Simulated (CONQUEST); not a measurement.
# Cu2O (Cuprite) (Pn-3m) in CONQUEST: further runs

Runs on Cu2O (Cuprite). Level: PBE. Tasks: single point.

All numbers are computed with CONQUEST 1.3; they aren't measurements. Logs are shortened: lines on timing, memory, paths and dates and some standing lists are left out, and cuts for length are marked.

**What was measured.**

From “Importance of surface oxygen vacancies for ultrafast hot carrier relaxation and transport in Cu2O”, 2021, arxiv:2103.03167, for a bulk crystal of Cu2O: band gap 2.17 eV (direct).

How close the calculation comes is told below.

## 1. The crystal as given

It takes space group Pn-3m (No. 224, cubic). Conventional cell: a = 4.260 Å, b = 4.260 Å, c = 4.260 Å, α = 90.00°, β = 90.00°, γ = 90.00°. Cu (site symmetry -3m) is surrounded by 2 O at 1.84 Å. O (site symmetry -43m) has 4 Cu at 1.84 Å as nearest neighbours.

## 2. Single point, PBE

Conquest_input

```
IO.Title Cu2O
IO.Coordinates coords.dat
IO.FractionalAtomicCoords T
IO.Iprint 2
IO.Iprint_init 1
General.NumberOfSpecies 2
General.PseudopotentialType hamann
AtomMove.TypeOfRun static
AtomMove.FullStress T
Grid.GridCutoff 150
DM.SolutionMethod diagon
Diag.MPMesh T
Diag.GammaCentred T
Diag.MPMeshX 5
Diag.MPMeshY 5
Diag.MPMeshZ 5
Diag.kT 0.00183747
minE.SCTolerance 1e-6
SC.MaxIters 100
IO.AtomChargeOutput T
%block ChemicalSpeciesLabel
1 63.550 Cu
2 16.000 O
%endblock
```

coords.dat

```
    8.0502332909     0.0000000000     0.0000000000
    0.0000000000     8.0502332909     0.0000000000
    0.0000000000     0.0000000000     8.0502332909
6
  0.7500000000   0.2500000000   0.2500000000 1 T T T
  0.2500000000   0.7500000000   0.2500000000 1 T T T
  0.7500000000   0.7500000000   0.7500000000 1 T T T
  0.2500000000   0.2500000000   0.7500000000 1 T T T
  0.5000000000   0.5000000000   0.5000000000 2 T T T
  0.0000000000   0.0000000000   0.0000000000 2 T T T
```

Potentials or basis: PseudoDojo NC PBE, SZP, grid cutoff 150 Ha.

On the command line:

```
$ Conquest
```

Log:

```text
Simulation cell dimensions:     8.0502 a0 x     8.0502 a0 x     8.0502 a0

      Atomic coordinates (a0)
         Atom         X         Y         Z  Species
            1    6.0377    2.0126    2.0126        1
            2    2.0126    6.0377    2.0126        1
            3    6.0377    6.0377    6.0377        1
            4    2.0126    2.0126    6.0377        1
            5    4.0251    4.0251    4.0251        2
            6    0.0000    0.0000    0.0000        2

         Monkhorst-Pack mesh:   5 x   5 x   5 gamma-centred
        This calculation includes non-local pseudopotentials,
         with a maximum core radius of      7.11619042

    Job title: Cu2O
    Job to be run: static calculation

[... 5 lines left out ...]
      Using Fermi-Dirac smearing

    Integration grid size:     48 x   48 x   48

    Integration grid spacing:  0.168 a0 x 0.168 a0 x 0.168 a0

    Number of species:  2
    --------------------------------------------------------
    |   #  mass (au)  Charge (e)  SF Rad (a0)  NSF  Label  |
    --------------------------------------------------------
    |   1     63.550      19.000        7.379   13  Cu     |
    |   2     16.000       6.000        5.199    9  O      |
    --------------------------------------------------------
          SCF tolerance:                 0.00000100
          SCF iterations:               100

    The functional used will be GGA PBE96

           radial cut-off to be used is taken to be max PAO cut-off radius for this species:    7.116190

           greatest ang. mom. for making density from PAOs:  2

           radial cut-off to be used is taken to be max PAO cut-off radius for this species:    4.914330

           greatest ang. mom. for making density from PAOs:  2
    Minimum blocs/proc is     1728. Maximum blocs/proc is     1728
    set_atom_dens: In set_atomic_density, electrons :      88.000000000000
 matrix_size & matrix_size_padH =           70          70

    Screened ion int: energy:    -682.817257487706 Ha

    new_SC_potl: Starting.  Tolerance:  0.10000E-05

    PulayMixSC: Starting Pulay mixing, A_up =  0.500 A_dn =  0.500
    PulayMixSC: Spin non-polarised calculation.
          Harris-Foulkes Energy            :      -791.579734484291521 Ha
          GroundState Energy (E-(1/2)TS)   :      -791.579825557795857 Ha
          Free Energy (E-TS)               :      -791.579916631300193 Ha
          DFT Total Energy                 :      -790.797182783981270 Ha
          Total number of electrons        :        88.000000000004917
    PulayMixSC: Pulay iteration     1 residual:              0.57856E-02
          Harris-Foulkes Energy            :      -791.458739240268301 Ha
          (TS=0 as O(N) or entropic contribution is negligible)
          DFT Total Energy                 :      -791.089299394953969 Ha
          Total number of electrons        :        88.000015060457258
    PulayMixSC: Pulay iteration     2 residual:              0.35946E-02
          Harris-Foulkes Energy            :      -791.356853955516385 Ha
          GroundState Energy (E-(1/2)TS)   :      -791.356853971467785 Ha
          Free Energy (E-TS)               :      -791.356853987419299 Ha
          DFT Total Energy                 :      -791.343312574808579 Ha
          Total number of electrons        :        88.000016569525997
    PulayMixSC: Pulay iteration     3 residual:              0.72051E-03
          Harris-Foulkes Energy            :      -791.352101559202083 Ha
          GroundState Energy (E-(1/2)TS)   :      -791.352101572673291 Ha
          Free Energy (E-TS)               :      -791.352101586144499 Ha
          DFT Total Energy                 :      -791.351669281035129 Ha
          Total number of electrons        :        88.000019328772638
    PulayMixSC: Pulay iteration     4 residual:              0.31131E-03
          Harris-Foulkes Energy            :      -791.352127252558034 Ha
          GroundState Energy (E-(1/2)TS)   :      -791.352127269920743 Ha
          Free Energy (E-TS)               :      -791.352127287283338 Ha
          DFT Total Energy                 :      -791.351595805310353 Ha
          Total number of electrons        :        88.000023849475340
    PulayMixSC: Pulay iteration     5 residual:              0.15076E-03
          Harris-Foulkes Energy            :      -791.351894469216745 Ha
          GroundState Energy (E-(1/2)TS)   :      -791.351894485440766 Ha
          Free Energy (E-TS)               :      -791.351894501664674 Ha
          DFT Total Energy                 :      -791.351893301330392 Ha
          Total number of electrons        :        88.000023870924664
    PulayMixSC: Pulay iteration     6 residual:              0.65380E-05
          Harris-Foulkes Energy            :      -791.351894128219101 Ha
          GroundState Energy (E-(1/2)TS)   :      -791.351894144375137 Ha
          Free Energy (E-TS)               :      -791.351894160531060 Ha
          DFT Total Energy                 :      -791.351894056051151 Ha
          Total number of electrons        :        88.000023913920955
    PulayMixSC: Pulay iteration     7 residual:              0.16433E-05
          Harris-Foulkes Energy            :      -791.351894098700541 Ha
          GroundState Energy (E-(1/2)TS)   :      -791.351894114848278 Ha
          Free Energy (E-TS)               :      -791.351894130996129 Ha
          DFT Total Energy                 :      -791.351894098516027 Ha
          Total number of electrons        :        88.000023914539142
    PulayMixSC: Pulay iteration     8 residual:              0.86413E-07
    PulayMixSC: Reached SCF tolerance of  0.86413E-07 after      8 iterations
      | Number of electrons      =        88.000024
      |* band energy as 2Tr[K.H] =      -119.272840175664413 Ha
      |  screened ion-ion energy =      -682.817257487706456 Ha
      |  Ha correction           =         6.648675360404577 Ha
      |  XC correction           =         4.089521620116688 Ha
      | GS Energy as E-(1/2)TS   =      -791.351894114848278 Ha
      | Free Energy as E-TS      =      -791.351894130996129 Ha
      |* Harris-Foulkes energy   =      -791.351894098700541 Ha
      |* DFT total energy        =      -791.351894098516027 Ha
      |  estimated accuracy      =        -0.000000000184514 Ha

    force: Forces on atoms (Ha/a0)
    force:  Atom   X              Y              Z
    force:     1  -0.0000000000  -0.0000000000   0.0000000000
    force:     2  -0.0000000000  -0.0000000000   0.0000000000
    force:     3  -0.0000000000  -0.0000000000   0.0000000000
    force:     4  -0.0000000000   0.0000000000  -0.0000000000
    force:     5  -0.0000000000  -0.0000000000  -0.0000000000
    force:     6   0.0000000000   0.0000000000   0.0000000000

    force: Maximum force :        0.00000000(Ha/a0) on atom         3 in z direction
    force: Force Residual:        0.00000000 Ha/a0
    force: Total stress:         -6.45007220    -0.00000000    -0.00000000 GPa
                            -0.00000000    -6.45007220    -0.00000000
                            -0.00000000    -0.00000000    -6.45007220
    force: Average pressure:      6.45007220 GPa

    force: Finished force
    get_E_and_F: Change in energy during last step of electronic optimisation:  0.29519E-07

    BIBLIOGRAPHY: Please consider citing the following references in the conquest.bib file

    CONQUEST:         Bowler2002pt, Miyazaki2004, Nakata2020
    Basis:            Bowler2019
    DM:               Bowler:2006xr
    Pseudopotentials: Hamann2013, Bowler2019
    XC functional:    Perdew1996
```

Run time: 35 s. Hardware: 1 thread of Intel Xeon 6975P-C (Granite Rapids), shared host; peak memory 0.81 GiB.

What came out:

- Free energy: -21533.7820 eV
- Pressure: 6.5 GPa
- Band gap on the k mesh: 0.99 eV, direct
- Mulliken charges: Cu +0.30; O -0.60 e

Caveat: the atomic basis is small; Mulliken charges move with the basis; an odd mesh through Γ misses points on the zone boundary, where band edges often lie; the basis of atomic orbitals isn't converged, which shifts pressures, moduli and gaps.

## 3. Single point, PBE

Conquest_input: that of step 2 with these lines changed.

```diff
@@ -13,5 +13,5 @@
 Diag.GammaCentred T
-Diag.MPMeshX 5
-Diag.MPMeshY 5
-Diag.MPMeshZ 5
+Diag.MPMeshX 6
+Diag.MPMeshY 6
+Diag.MPMeshZ 6
 Diag.kT 0.00183747
```

coords.dat is that of step 2.

Potentials or basis: PseudoDojo NC PBE, SZP, grid cutoff 150 Ha.

On the command line:

```
$ Conquest
```

Wall time 51 s (1 thread of Intel Xeon 6975P-C (Granite Rapids), shared host); peak memory 0.81 GiB.

It converged, with:

```yaml
Free_energy: -21533.7836 eV
Pressure: 6.4 GPa
Band_gap_on_the_k_mesh: 0.99 eV, direct
Mulliken_charges: Cu +0.30; O -0.60 e
```

Caveat: the atomic basis is small; Mulliken charges move with the basis; the basis of atomic orbitals isn't converged, which shifts pressures, moduli and gaps.

## 4. Comparison with measurements

Step 2. The gap isn't set beside the deposited one, since this odd mesh misses points on the zone boundary.

Step 3. Against the measured gap of Cu2O, 2.17 eV (direct; quoted in “Importance of surface oxygen vacancies for ultrafast hot carrier relaxation and transport in Cu2O”, 2021, arxiv:2103.03167), the calculated 0.99 eV is off by -1.18 eV. So large a miss can be the level of theory's own, or it may mean another phase, state or a wrong row. The value is that of PBE in an atomic basis (PseudoDojo NC PBE, SZP, grid cutoff 150 Ha), whose error adds to the functional's, on a finite k mesh, which can miss the band edges, without temperature or zero-point motion. Semilocal functionals fall short of measured gaps as a rule.
